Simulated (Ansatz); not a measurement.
# Sb2Pt (Geversite) (Pa-3) in Ansatz: reference runs

How does Sb2Pt (Geversite) come out in PBE? The cell is run as given and disturbed.

Everything below comes from runs of Ansatz 0.2.0. Logs are shortened: lines on timing, memory, paths and dates and some standing lists are left out, and cuts for length are marked.

**Measured values to compare with.**

From a printed reference work, data compilation, for a bulk crystal of Sb2Pt: band gap 0.11 eV.

The results are compared with them further down.

## 1. The structure

It takes space group Pa-3 (No. 205, cubic). The conventional cell has a = 6.442 Å, b = 6.442 Å, c = 6.442 Å, α = 90.00°, β = 90.00°, γ = 90.00°. Around Pt (site symmetry -3) lie 6 Sb at 2.67 Å. Sb (site symmetry 3) has 3 Pt at 2.67 Å and 1 Sb at 2.78 Å as nearest neighbours.

## 2. Single point, PBE

File input.yaml:

```yaml
crystal:
  lattice:
    - [6.4423, 0.0, 0.0]
    - [0.0, 6.4423, 0.0]
    - [0.0, 0.0, 6.4423]
  atoms:
    - { symbol: Pt, position: [0.0, 0.5, 0.5] }
    - { symbol: Pt, position: [0.5, 0.5, 0.0] }
    - { symbol: Pt, position: [0.5, 0.0, 0.5] }
    - { symbol: Pt, position: [0.0, 0.0, 0.0] }
    - { symbol: Sb, position: [0.3753, 0.1247, 0.8753] }
    - { symbol: Sb, position: [0.1247, 0.8753, 0.3753] }
    - { symbol: Sb, position: [0.8753, 0.3753, 0.1247] }
    - { symbol: Sb, position: [0.6247, 0.6247, 0.6247] }
    - { symbol: Sb, position: [0.6247, 0.8753, 0.1247] }
    - { symbol: Sb, position: [0.8753, 0.1247, 0.6247] }
    - { symbol: Sb, position: [0.1247, 0.6247, 0.8753] }
    - { symbol: Sb, position: [0.3753, 0.3753, 0.3753] }
hamiltonian:
  xc: pbe
  pseudopotentials: { kind: paw }
kpoints:
  mp_grid: { grid: [4, 4, 4] }
scf:
  occupations: { method: fermi_dirac, width: 0.05 }
output:
  forces: true
  stress: true
  eigenvalues: true
  write_density: true
  write_potential: true
  elf: true
  volumetric_format: npy
```

Potentials or basis: Ansatz PAW.

Started as:

```console
$ ansatz run input.yaml --threads 4 --pin off --max-ram 11264MiB --backend cpu --events-out ev --progress --plain --runs-dir out
```

The program printed:

```text
Warning: RAYON_NUM_THREADS=4 ignored (pool sized by the plan → 4); use --threads N
Engine: ansatz 0.2.0, x86_64-unknown-linux-gnu
Pseudopotentials: kind: paw
Pseudopotential: Pt, paw, valence charge 18, recommended cutoff 420 eV (normal), Pt.paw.azcp
Pseudopotential: Sb, paw, valence charge 15, recommended cutoff 420 eV (normal), Sb.paw.azcp
Functional definition: PBE
  parameter kappa = 0.804
  parameter beta = 0.06672455060314922
  exchange = pbe_x(kappa = kappa, mu = beta*pi^2/3)
  correlation = pbe_c(beta = beta)
Crystal: 12 atoms, lattice volume = 267.376 Å³
Basis set: ecut = 420 eV, 5185 PW (Γ), exchange–correlation on 90×90×90 points (8 copies of the dense FFT grid, shifted against one another)
Bands: 116, of which v1, the nominal top of the filled ones, is band 96 counted from 1 (95 counted from 0)
Symmetry: 24 space group operations
Space group: Pa-3 (ITA 205), of the structure as read, at distance tolerance 6.4e-5 Å
k-points: 11 of 64
Non-local potential: Pt, projectors of the file, l = 0: 3, l = 1: 2, l = 2: 2, l = 3: 1
Non-local potential: Sb, projectors of the file, l = 0: 2, l = 1: 2, l = 2: 2, l = 3: 2
PAW form: soft (Blöchl's): semilocal exchange-correlation on the pseudo side does not see the compensation charge
PAW one-centre angular grid: Pt, 590 points (default); XC on 64 Gauss nodes
PAW one-centre angular grid: Sb, 590 points (default); XC on 64 Gauss nodes
Initial density: superposition of atomic densities (neutral atoms: chi_scale 0, normalization atom), corrected by the library's trained network
Initial wavefunctions: pseudopotential atomic-orbital guess
Functional: x = pbe(κ = 0.804, μ = 0.2195149727645171), c = pbe(β = 0.06672455060314922)
SCF iter   1: F=—  HF=-101973.356751 eV  |F-HF|=—  |Δ(HF+E_count)|=         —  Δρ=2.97e-3  dr2=2.84e-2  ethr=1.77e-3  ⟨swp⟩=6.0  Hψ=4730  notcnv=0  defer=24
preconditioner: auto → Kerker (q_TF=auto, 2.582 Å⁻¹)  [metal: Δε(μ)=0.023 eV  Ē_g=8.731 eV  σ=0.050 eV  W_gap=0.11  n_scr=80 (ndim 8)  ℏωp=20.3 eV  f_vac=0.000  D(μ)=2.33/eV (n_scr^D=6)]
SCF iter   2: F=—  HF=-101973.354123 eV  |F-HF|=—  |Δ(HF+E_count)|=   2.63e-3  Δρ=1.27e-3  dr2=2.84e-3  ethr=1.48e-5  ⟨swp⟩=2.0  Hψ=1903  notcnv=0  defer=63
SCF iter   3: F=—  HF=-101973.354650 eV  |F-HF|=—  |Δ(HF+E_count)|=   5.27e-4  Δρ=7.27e-4  dr2=1.27e-3  ethr=1.48e-6  ⟨swp⟩=1.2  Hψ=1168  notcnv=0  defer=63
SCF iter   4: F=—  HF=-101973.354789 eV  |F-HF|=—  |Δ(HF+E_count)|=   1.39e-4  Δρ=1.55e-4  dr2=7.47e-5  ethr=6.63e-7  ⟨swp⟩=2.0  Hψ=1604  notcnv=0  defer=63
SCF iter   5: F=—  HF=-101973.354666 eV  |F-HF|=—  |Δ(HF+E_count)|=   1.23e-4  Δρ=2.60e-5  dr2=2.06e-6  ethr=3.89e-8  ⟨swp⟩=2.0  Hψ=1608  notcnv=0  defer=63
SCF iter   6: F=—  HF=-101973.354667 eV  |F-HF|=—  |Δ(HF+E_count)|=   1.05e-6  Δρ=1.01e-5  dr2=2.48e-7  ethr=1.07e-9  ⟨swp⟩=2.0  Hψ=2048  notcnv=0  defer=63
SCF iter   7: F=-101973.354667 eV  HF=-101973.354667 eV  |F-HF|=2.01e-9  |Δ(HF+E_count)|=   3.50e-8  Δρ=2.62e-6  dr2=2.04e-8  ethr=5.21e-11  ⟨swp⟩=14.2  Hψ=8783  notcnv=0
SCF 1 converged in 7 iterations: F = -101973.354667 eV  dr2 = 2.04e-8
SCF converged after 7 iterations
Free energy (F): -101973.354667 eV
Harris-Foulkes:  -101973.354667 eV  (|F-HF|=2.01e-9)
Internal energy: -101973.336569 eV  (E = F + TS)
E sigma→0 (E₀):  -101973.345618 eV
Entropy (-TS):   -0.018097 eV (-1.508 meV/atom)
Fermi energy:    14.650499 eV
--- Per-component energies (eV) ---
  E_band       = -1978.621569
  E_kinetic    = 4224.132945
  E_local      = -19597.947647  (includes V_loc(G=0)·N_el)
  E_nonlocal   = 3702.428867
  E_hartree    = 8410.626136
  E_xc         = -2164.651204
  E_vxc        = -1995.519955  (∫ρ·V_xc dr)
  E_paw        = -74431.806723  (= ΣΔE_a)
  E_vpaw       = -5132.967455  (= ΣTr[D̂ρ^β])
  E_aug_tail   = 0.000766  (compensation charges beyond the density's cutoff)
  E_ewald      = -22116.119709
  E_smearing   = -0.018097  (= −TS)
  E_closure    = 0.000000  (closes the sum)
  Σ components = -101973.354667   (vs F -101973.354667, Δ=0.00e0)
--- Forces (eV/Å), atoms counted from 1 ---
  atom   1  Pt     0.00000000    -0.00000000    -0.00000000
  atom   2  Pt     0.00000000     0.00000000    -0.00000000
  atom   3  Pt     0.00000000    -0.00000000     0.00000000
  atom   4  Pt     0.00000000    -0.00000000     0.00000000
  atom   5  Sb    -0.07087894     0.07087894    -0.07087894
  atom   6  Sb     0.07087894    -0.07087894    -0.07087894
  atom   7  Sb    -0.07087894    -0.07087894     0.07087894
  atom   8  Sb     0.07087894     0.07087894     0.07087894
  atom   9  Sb     0.07087894    -0.07087894     0.07087894
  atom  10  Sb    -0.07087894     0.07087894     0.07087894
  atom  11  Sb     0.07087894     0.07087894    -0.07087894
  atom  12  Sb    -0.07087894    -0.07087894    -0.07087894
  max |Σ_I F_I| component: 2.78e-17 eV/Å
--- Stress (GPa, compression-positive) ---
        6.298277      -0.000000       0.000000
       -0.000000       6.298277       0.000000
        0.000000       0.000000       6.298277
  P = ⅓ Tr σ = 6.2983 GPa (62.983 kbar)
--- Band table (eV; the first three rows and the last of 11) ---
  k-point 0: bands = ["-84.3872", "-84.3872", "-84.3872", "-84.3872", "-38.6608", "-38.6608", "-38.6608", "-38.6603", "-38.6603", "-38.6602", "-38.6602", "-38.6602", "-38.5256", "-38.5253", "-38.5253", "-38.5253", "-14.6101", "-14.6101", "-14.6101", "-14.5995", "-14.5099", "-14.5099", "-14.5099", "-14.4949", "-14.4949", "-14.4895", "-14.4895", "-14.4895", "-14.4504", "-14.4504", "-14.4504", "-14.4490", "-14.4490", "-14.4404", "-14.4404", "-14.4404", "-14.4301", "-14.4301", "-14.4301", "-14.4236", "-14.4236", "-14.4236", "-14.4223", "-14.4223", "-14.4185", "-14.4185", "-14.4185", "-14.4177", "-14.4177", "-14.4177", "-14.4096", "-14.4096", "-14.3916", "-14.3743", "-14.3743", "-14.3743", "1.8044", "4.0818", "4.0818", "4.0818", "5.6173", "5.6173", "5.6173", "7.2770", "8.5897", "8.5897", "8.5897", "9.2723", "9.2723", "9.2723", "9.7725", "9.7725", "10.0585", "10.0585", "10.0585", "10.6586", "10.6586", "10.6586", "10.9365", "10.9365", "10.9365", "11.0818", "11.0818", "11.1927", "11.1927", "11.1927", "11.2128", "11.2914", "11.2914", "12.2506", "12.2506", "12.2506", "12.7986", "14.0642", "14.0642", "14.0642", "14.6333", "14.6333", "14.6333", "15.5324", "17.9020", "17.9020", "17.9020", "19.0732", "19.0732", "19.0732", "19.2883", "19.4888", "19.4888", "20.4538", "20.4538", "20.4538", "21.8852", "21.8852", "21.8852", "22.5389"]
  k-point 1: bands = ["-84.3872", "-84.3872", "-84.3872", "-84.3872", "-38.6607", "-38.6607", "-38.6607", "-38.6604", "-38.6603", "-38.6603", "-38.6603", "-38.6602", "-38.5255", "-38.5254", "-38.5254", "-38.5254", "-14.6097", "-14.6095", "-14.6080", "-14.6006", "-14.5087", "-14.5084", "-14.5082", "-14.4978", "-14.4952", "-14.4928", "-14.4925", "-14.4917", "-14.4492", "-14.4486", "-14.4480", "-14.4475", "-14.4442", "-14.4398", "-14.4392", "-14.4381", "-14.4319", "-14.4314", "-14.4313", "-14.4304", "-14.4240", "-14.4227", "-14.4225", "-14.4203", "-14.4197", "-14.4187", "-14.4183", "-14.4173", "-14.4159", "-14.4157", "-14.4121", "-14.4104", "-14.3890", "-14.3776", "-14.3749", "-14.3745", "2.0324", "3.5664", "4.1997", "4.2144", "5.6359", "5.6423", "5.6517", "6.6340", "8.5229", "8.7167", "8.9674", "8.9817", "9.5358", "9.5463", "9.5949", "9.6955", "9.7904", "9.8565", "9.9245", "10.3468", "10.5448", "10.8517", "10.8936", "10.9672", "10.9845", "10.9943", "11.0331", "11.1151", "11.2093", "11.4457", "11.4483", "11.6740", "11.8916", "12.1197", "12.3225", "12.6677", "13.0545", "13.6457", "13.7793", "14.6858", "14.8611", "14.9110", "15.0002", "15.8722", "17.2554", "17.9276", "18.1541", "18.1801", "18.2315", "18.5492", "18.9977", "19.4073", "19.6866", "20.3043", "20.3835", "20.8244", "20.8382", "21.3880", "21.6989", "21.9385"]
  k-point 2: bands = ["-84.3872", "-84.3872", "-84.3872", "-84.3872", "-38.6606", "-38.6606", "-38.6605", "-38.6605", "-38.6604", "-38.6604", "-38.6603", "-38.6603", "-38.5255", "-38.5255", "-38.5254", "-38.5254", "-14.6091", "-14.6091", "-14.6038", "-14.6038", "-14.5062", "-14.5062", "-14.5038", "-14.5038", "-14.4965", "-14.4965", "-14.4946", "-14.4946", "-14.4470", "-14.4470", "-14.4465", "-14.4465", "-14.4384", "-14.4384", "-14.4376", "-14.4376", "-14.4333", "-14.4333", "-14.4319", "-14.4319", "-14.4238", "-14.4238", "-14.4222", "-14.4222", "-14.4190", "-14.4190", "-14.4181", "-14.4181", "-14.4142", "-14.4142", "-14.4134", "-14.4134", "-14.3837", "-14.3837", "-14.3751", "-14.3751", "2.6794", "2.6794", "4.3591", "4.3591", "5.6868", "5.6868", "5.8684", "5.8684", "8.4567", "8.4567", "9.1378", "9.1378", "9.1714", "9.1714", "9.7948", "9.7948", "9.8000", "9.8000", "10.5600", "10.5600", "10.5897", "10.5897", "10.7213", "10.7213", "11.0049", "11.0049", "11.1227", "11.1227", "11.4761", "11.4761", "11.5401", "11.5401", "12.4542", "12.4542", "12.7331", "12.7331", "13.1589", "13.1589", "13.9509", "13.9509", "15.4122", "15.4122", "16.1544", "16.1544", "16.9017", "16.9017", "17.6939", "17.6939", "18.3772", "18.3772", "18.9809", "18.9809", "19.9005", "19.9005", "20.3317", "20.3317", "20.6383", "20.6383", "21.5620", "21.5620"]
  k-point 10: bands = ["-84.3872", "-84.3872", "-84.3872", "-84.3872", "-38.6607", "-38.6607", "-38.6607", "-38.6607", "-38.6602", "-38.6602", "-38.6602", "-38.6602", "-38.5254", "-38.5254", "-38.5254", "-38.5254", "-14.6039", "-14.6039", "-14.6039", "-14.6039", "-14.5114", "-14.5114", "-14.5114", "-14.5114", "-14.4929", "-14.4929", "-14.4929", "-14.4929", "-14.4426", "-14.4426", "-14.4426", "-14.4426", "-14.4356", "-14.4356", "-14.4356", "-14.4356", "-14.4333", "-14.4333", "-14.4333", "-14.4333", "-14.4239", "-14.4239", "-14.4239", "-14.4239", "-14.4219", "-14.4219", "-14.4219", "-14.4219", "-14.4119", "-14.4119", "-14.4119", "-14.4119", "-14.3818", "-14.3818", "-14.3818", "-14.3818", "3.9958", "3.9958", "3.9958", "3.9958", "4.6894", "4.6894", "4.6894", "4.6894", "8.6566", "8.6566", "8.6566", "8.6566", "9.5015", "9.5015", "9.5015", "9.5015", "10.8624", "10.8624", "10.8624", "10.8624", "10.8878", "10.8878", "10.8878", "10.8878", "11.2070", "11.2070", "11.2070", "11.2070", "11.7375", "11.7375", "11.7375", "11.7375", "13.3612", "13.3612", "13.3612", "13.3612", "13.9301", "13.9301", "13.9301", "13.9301", "14.6081", "14.6081", "14.6081", "14.6081", "17.2023", "17.2023", "17.2023", "17.2023", "17.3740", "17.3740", "17.3740", "17.3740", "20.6298", "20.6298", "20.6298", "20.6298", "21.1724", "21.1724", "21.1724", "21.1724"]
```

Run time: 5.3 s. Hardware: 4 threads of AMD EPYC 7R43 (Zen 3), shared host; peak memory 1.1 GiB.

What came out:

| Item | Value |
| --- | --- |
| Free energy | -101973.3547 eV |
| Pressure | 6.3 GPa |
| Largest force | 0.123 eV/Å |
| Band gap on the k mesh | none (metal or under the smearing width) |

Forces in eV/Å, atoms in the order of the input:
```
Pt   0.000  0.000  0.000
Pt   0.000  0.000  0.000
Pt   0.000  0.000  0.000
Pt   0.000  0.000  0.000
Sb  -0.071  0.071 -0.071
Sb   0.071 -0.071 -0.071
Sb  -0.071 -0.071  0.071
Sb   0.071  0.071  0.071
Sb   0.071 -0.071  0.071
Sb  -0.071  0.071  0.071
Sb   0.071  0.071 -0.071
Sb  -0.071 -0.071 -0.071
```

Spin-orbit coupling is left out, which matters for the levels of Pt, Sb.

[end of part 1 of 2]
